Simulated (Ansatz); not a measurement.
## Palladium (simple cubic) across density functionals

All rows: Ansatz, plane waves with scalar-relativistic PAW, 420 eV (500 eV for the SCAN forms), relaxed under each functional, no dispersion correction, no zero-point motion. B₀ comes from uniform scaling at fixed shape; a dash is a value not given.

```tsv
functional	V (Å³/atom)	cell	B₀ (GPa)	magnetic state	ΔE to fcc (meV/atom)
PBE	17.89	a = 2.616 Å	122	spin not included	509
r²SCAN	17.32	a = 2.588 Å	136	non-magnetic	495
PBEsol	16.91	a = 2.567 Å	147	spin not included	601
LDA	16.38	a = 2.539 Å	166	spin not included	616
revPBE	18.32	a = 2.636 Å	110	spin not included	482
RPBE	18.49	a = 2.644 Å	105	spin not included	471
BLYP	19.03	a = 2.670 Å	100	spin not included	320
```

LDA gives the smallest volume and BLYP the largest.

Real palladium is paramagnetic; a moment here is an artefact of the functional.
